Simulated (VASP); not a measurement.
# CO2 (P4_2/mnm) in VASP: a series of runs

Runs on CO2. Level: r2SCAN. Tasks: single point.

Everything below comes from runs of VASP 6.6.1. Logs are shortened: lines on timing, memory, paths and dates and some standing lists are left out, and cuts for length are marked.

## 1. The crystal as given

The structure is tetragonal, space group P4_2/mnm (No. 136). Conventional cell: a = 4.227 Å, b = 4.227 Å, c = 4.688 Å, α = 90.00°, β = 90.00°, γ = 90.00°. O (site symmetry m2m) has 1 C at 1.17 Å as nearest neighbours. C (site symmetry mmm) has 2 O at 1.17 Å as nearest neighbours.

The cell comes from a database or a generator and needn't be the stable form of this composition.

## 2. Single point, r2SCAN

INCAR reads:

```
PREC = Accurate
ENCUT = 400
EDIFF = 1E-6
ISMEAR = 0
SIGMA = 0.05
LREAL = False
LASPH = True
NELM = 100
ALGO = Normal
ISIF = 2
LWAVE = False
LCHARG = False
METAGGA = R2SCAN
LMIXTAU = True
ADDGRID = False
```

KPOINTS reads:

```
regular mesh
0
Gamma
  7 7 6
```

POSCAR reads:

```
CO2
1.0
    4.2272127900      0.0000000000      0.0000000000
    0.0000000000      4.2272127900      0.0000000000
    0.0000000000      0.0000000000      4.6877715900
O C
4 2
Direct
    0.7998550000      0.8106260000     -0.0015650000
    0.2049920000      0.2030910000     -0.0012650000
    0.6721320000      0.3073690000      0.5000860000
    0.3101930000      0.6757250000      0.4907480000
   -0.0081430000      0.0098620000     -0.0042660000
    0.4753520000      0.5019460000      0.5043420000
```

Potentials or basis: VASP PAW PBE potentials, release 64 (O, C).

Started as:

```console
> cat potpaw_PBE.64/O/POTCAR potpaw_PBE.64/C/POTCAR > POTCAR
> mpirun -np 1 vasp_std > vasp.out
```

OUTCAR:

```text
PREC = Accurate
   ENCUT = 400
   EDIFF = 1E-6
   ISMEAR = 0
   LREAL = False
   LASPH = True
   NELM = 100
   ISIF = 2
   METAGGA = R2SCAN

 Found    148 irreducible k-points:

 Following reciprocal coordinates:
            Coordinates               Weight
  0.000000  0.000000  0.000000      1.000000
  0.142857  0.000000  0.000000      2.000000
  0.000000  0.142857  0.000000      2.000000
  0.285714  0.000000  0.000000      2.000000
  0.000000  0.285714  0.000000      2.000000
  0.428571  0.000000  0.000000      2.000000
   k-points           NKPTS =    148   k-points in BZ     NKDIM =    148   number of bands    NBANDS=     20
   number of dos      NEDOS =    301   number of ions     NIONS =      6
   total plane-waves  NPLWV =  25088
   dimension x,y,z NGX =    28 NGY =   28 NGZ =   32
   dimension x,y,z NGXF=    56 NGYF=   56 NGZF=   64
   ions per type =               4   2
   NGX,Y,Z   is equivalent  to a cutoff of  11.01, 11.01, 11.35 a.u.
   NGXF,Y,Z  is equivalent  to a cutoff of  22.02, 22.02, 22.70 a.u.
 SYSTEM =  unknown system
   PREC   = accura    normal or accurate (medium, high low for compatibility)
   ISTART =      0    job   : 0-new  1-cont  2-samecut
   ICHARG =      2    charge: 1-file 2-atom 10-const
   ISPIN  =      1    spin polarized calculation?
   LNONCOLLINEAR =      F non collinear calculations
   LSORBIT =      F    spin-orbit coupling
   LASPH  =      T    aspherical Exc in radial PAW
   ENCUT  =  400.0 eV  29.40 Ry    5.42 a.u.   6.89  6.89  7.64*2*pi/ulx,y,z
   NELM   =    100;   NELMIN=  2; NELMDL= -5     # of ELM steps
   EDIFF  = 0.1E-05   stopping-criterion for ELM
   LREAL  =      F    real-space projection
   EDIFFG = 0.1E-04   stopping-criterion for IOM
   NSW    =      0    number of steps for IOM
   IBRION =     -1    ionic relax: 0-MD 1-quasi-New 2-CG
   NFREE  =      0    steps in history (QN), initial steepest desc. (CG)
   ISIF   =      2    stress and relaxation
   ISYM   =      2    0-nonsym 1-usesym 2-fastsym
   POTIM  = 0.5000    time-step for ionic-motion
   TEBEG  =    0.0;   TEEND  =   0.0 temperature during run
   PSTRESS=    0.0 pullay stress
   NELECT =      32.0000    total number of electrons
   NUPDOWN=      -1.0000    fix difference up-down
   EMIN   =  10.00;   EMAX   =-10.00  energy-range for DOS
   EFERMI =   0.00;   METHOD = LEGACY
   ISMEAR =     0;   SIGMA  =   0.05  broadening in eV -4-tet -1-fermi 0-gaus
   EFERMI_NEDOS =   21; number of points for ismear=-14 and -15
   IALGO  =     38    algorithm
   IMIX   =      4    mixing-type and parameters
     AMIX     =   0.40;   BMIX     =  1.00
     AMIX_MAG =   1.60;   BMIX_MAG =  1.00
  volume/ion in A,a.u.               =      13.96        94.21
  Fermi-wavevector in a.u.,A,eV,Ry     =   1.187864  2.244737 19.198094  1.411020
  Thomas-Fermi vector in A             =   2.324006
   LORBIT       =      0    0 simple, 1 ext, 2 COOP (PROOUT), +10 PAW based schemes
   METAGGA = R2SCAN    functional components
   LHFCALC =     F    Hartree Fock is set to
   AEXX    =    0.0000 exact exchange contribution
   IVDW    =     0    specifies the selected vdW correction
   LEPSILON=     F    determine dielectric tensor
   LRPA    =     F    only Hartree local field effects (RPA)
 non-spin polarized calculation
 Gauss-broadening in eV      SIGMA  =   0.05
  energy-cutoff  :      400.00
  volume of cell :       83.77
 maximum number of plane-waves:      1534
   NGX = 13   NGY = 13   NGZ = 15

 number of electron      31.9999999 magnetization

 Free energy of the ion-electron system (eV)
  ---------------------------------------------------
  ext. energy  EPLUGINS =         0.00000000
  ---------------------------------------------------
  free energy    TOTEN  =       -49.75441640 eV

  energy without entropy =      -49.75441640  energy(sigma->0) =      -49.75441640

 E-fermi :  -3.2171     XC(G=0):  -8.5218

 val. band max:       -3.5078324763   @ k =  -0.4286   0.4286   0.5000
 cond. band min:       3.5429536045   @ k =   0.0000   0.0000   0.0000
 fundamental gap:      7.0507860808
 Fermi energy:        -3.2170671743

 k-point     1 :       0.0000    0.0000    0.0000
  band No.  band energies     occupation
      1     -27.7118      2.00000
      2     -25.3781      2.00000
      3     -24.1656      2.00000
      4     -23.9009      2.00000
      5      -9.5871      2.00000
      6      -9.2461      2.00000
[... 12 lines left out ...]
     19       4.5969      0.00000
     20       6.4960      0.00000

 k-point     2 :       0.1429    0.0000    0.0000
  band No.  band energies     occupation
      1     -27.7097      2.00000
      2     -25.3711      2.00000
      3     -24.1674      2.00000
      4     -23.9078      2.00000
      5      -9.5747      2.00000
      6      -9.2100      2.00000
[... 12 lines left out ...]
     19       4.6399      0.00000
     20       6.5250      0.00000

 k-point     3 :       0.0000    0.1429    0.0000
  band No.  band energies     occupation
      1     -27.7096      2.00000
      2     -25.3715      2.00000
      3     -24.1706      2.00000
      4     -23.9040      2.00000
      5      -9.5767      2.00000
      6      -9.2090      2.00000
[... 12 lines left out ...]
     19       4.6376      0.00000
     20       6.5111      0.00000

 k-point     4 :       0.2857    0.0000    0.0000
  band No.  band energies     occupation
      1     -27.7052      2.00000
      2     -25.3556      2.00000
      3     -24.1721      2.00000
      4     -23.9235      2.00000
      5      -9.5599      2.00000
      6      -9.1372      2.00000
[... 12 lines left out ...]
     19       4.8110      0.00000
     20       6.5917      0.00000

 k-point     5 :       0.0000    0.2857    0.0000
  band No.  band energies     occupation
      1     -27.7050      2.00000
      2     -25.3568      2.00000
      3     -24.1827      2.00000
      4     -23.9110      2.00000
      5      -9.5686      2.00000
      6      -9.1365      2.00000
[... 12 lines left out ...]
     19       4.8412      0.00000
     20       6.5488      0.00000

 k-point     6 :       0.4286    0.0000    0.0000
  band No.  band energies     occupation
      1     -27.7012      2.00000
      2     -25.3425      2.00000
      3     -24.1763      2.00000
      4     -23.9357      2.00000
      5      -9.5652      2.00000
      6      -9.0994      2.00000
[... 12 lines left out ...]
     19       5.6141      0.00000
     20       6.5270      0.00000

 [... further k-points ...]
[... 5 lines left out ...]
  --------------------------------------------------------------------------------------
  -------------------------------------------------------------------------------------
  Total        7.9422713      9.6965240     -2.7208340    -16.8961640     -1.2081091      1.0980105
  in kB      151.9079976    185.4607442    -52.0400820   -323.1647887    -23.1069214     21.0011170
  external PRESSURE =      95.1095532 kB  Pullay stress =       0.0000000 kB

 VOLUME and BASIS-vectors are now :
 -----------------------------------------------------------------------------
  energy-cutoff  :      400.00
  volume of cell :       83.77
      direct lattice vectors                 reciprocal lattice vectors
     4.227212790  0.000000000  0.000000000     0.236562494  0.000000000  0.000000000
     0.000000000  4.227212790  0.000000000     0.000000000  0.236562494  0.000000000
     0.000000000  0.000000000  4.687771590     0.000000000  0.000000000  0.213320974

 POSITION                                       TOTAL-FORCE (eV/Angst)
 -----------------------------------------------------------------------------------
      3.38116      3.42669      4.68044         0.331657      0.586191     -0.086198
      0.86654      0.85851      4.68184        -3.189174     -2.583222     -0.125930
      2.84124      1.29931      2.34429         0.840993     -0.958225      0.348542
      1.31125      2.85643      2.30051       -18.259319     18.968041     -1.194437
      4.19279      0.04169      4.66777         2.759635      2.027271      0.202198
      2.00941      2.12183      2.36424        17.516208    -18.040055      0.855824
 -----------------------------------------------------------------------------------
    total drift:                               -0.000701      0.000791     -0.000435

  FREE ENERGIE OF THE ION-ELECTRON SYSTEM (eV)
  ---------------------------------------------------
  free  energy   TOTEN  =       -49.7544163988 eV

  energy  without entropy=      -49.7544163988  energy(sigma->0) =      -49.75441640
```

OSZICAR:

```text
N       E                     dE             d eps       ncg     rms          rms(c)
DAV:   1     0.163328108772E+03    0.16333E+03   -0.15396E+04  5992   0.121E+03
DAV:   2    -0.534193798437E+02   -0.21675E+03   -0.21063E+03  8352   0.306E+02
DAV:   3    -0.639627439003E+02   -0.10543E+02   -0.10509E+02  6876   0.755E+01
[... 14 lines left out ...]
DAV:  18    -0.497543718111E+02   -0.13396E-03   -0.25986E-05  6716   0.556E-02    0.631E-03
DAV:  19    -0.497544076749E+02   -0.35864E-04   -0.11147E-05  6884   0.335E-02    0.113E-03
DAV:  20    -0.497544151271E+02   -0.74523E-05   -0.13879E-06  4568   0.123E-02    0.460E-04
DAV:  21    -0.497544162974E+02   -0.11703E-05   -0.41048E-07  4652   0.740E-03    0.323E-04
DAV:  22    -0.497544163988E+02   -0.10141E-06   -0.18020E-07  4364   0.397E-03
   1 F= -.49754416E+02 E0= -.49754416E+02  d E =-.419814E-18
```

Wall time 4.7 min (1 thread of Intel Xeon 6975P-C (Granite Rapids), shared host); peak memory 0.25 GiB.

These settings aren't checked as converged: the numbers below hold their error.

Results:

- Free energy: -49.7544 eV
- Largest force: 26.356 eV/Å
- Band gap on the k mesh: 7.05 eV, indirect (least direct gap 7.44 eV)

Caveat: the cutoff is under 1.25 times the usual one of these potentials, so pressure, stress and relaxed cells hold a basis-set (Pulay) error; the standard files for N, O and F lose accuracy on very short bonds; the PAW data sets were made with another functional, which shifts forces and pressure a little; an odd mesh through Γ misses points on the zone boundary, where band edges often lie.

## 3. Single point, r2SCAN

INCAR: that of step 2 with these lines changed.

```diff
@@ -1,3 +1,3 @@
 PREC = Accurate
-ENCUT = 400
+ENCUT = 460
 EDIFF = 1E-6
```

KPOINTS is that of step 2.

POSCAR reads:

```
CO2
1.0
    4.2272127900      0.0000000000      0.0000000000
    0.0000000000      4.2272127900      0.0000000000
    0.0000000000      0.0000000000      4.6877715900
O C
4 2
Direct
    0.8048268600      0.8048268600      0.0000000000
    0.1951731400      0.1951731400      0.0000000000
    0.6951731400      0.3048268600      0.5000000000
    0.3048268600      0.6951731400      0.5000000000
    0.0000000000      0.0000000000      0.0000000000
    0.5000000000      0.5000000000      0.5000000000
```

Potentials or basis: VASP PAW PBE potentials, release 64 (O, C).

Started as:

```console
> cat potpaw_PBE.64/O/POTCAR potpaw_PBE.64/C/POTCAR > POTCAR
> mpirun -np 1 vasp_std > vasp.out
```

It took 2 min on 1 thread of Intel Xeon 6975P-C (Granite Rapids), shared host; peak memory 0.2 GiB.

The run converged, but some of its settings lie outside the range that counts as converged, so its numbers aren't taken as properties of the crystal.

What came out:

* Free energy: -51.4849 eV
* Pressure: -0.4 GPa
* Largest force: 0.057 eV/Å
* Band gap on the k mesh: 7.19 eV, indirect (least direct gap 7.64 eV)

Caveat: the cutoff is under 1.25 times the usual one of these potentials, so pressure, stress and relaxed cells hold a basis-set (Pulay) error; the standard files for N, O and F lose accuracy on very short bonds; the PAW data sets were made with another functional, which shifts forces and pressure a little; an odd mesh through Γ misses points on the zone boundary, where band edges often lie.

## 4. The reference run

An earlier run on the cell as given: functional PBE; potentials or basis VASP PAW PBE potentials, release 64 (O, C); cutoff 520 eV; k mesh 6 × 6 × 6; occupations fermi-dirac, width 0.05 eV; no spin polarisation.

- Pressure: 4.1 GPa
- Largest force: 0.780 eV/Å
- Band gap on the k mesh: 6.57 eV, indirect (least direct gap 7.04 eV)
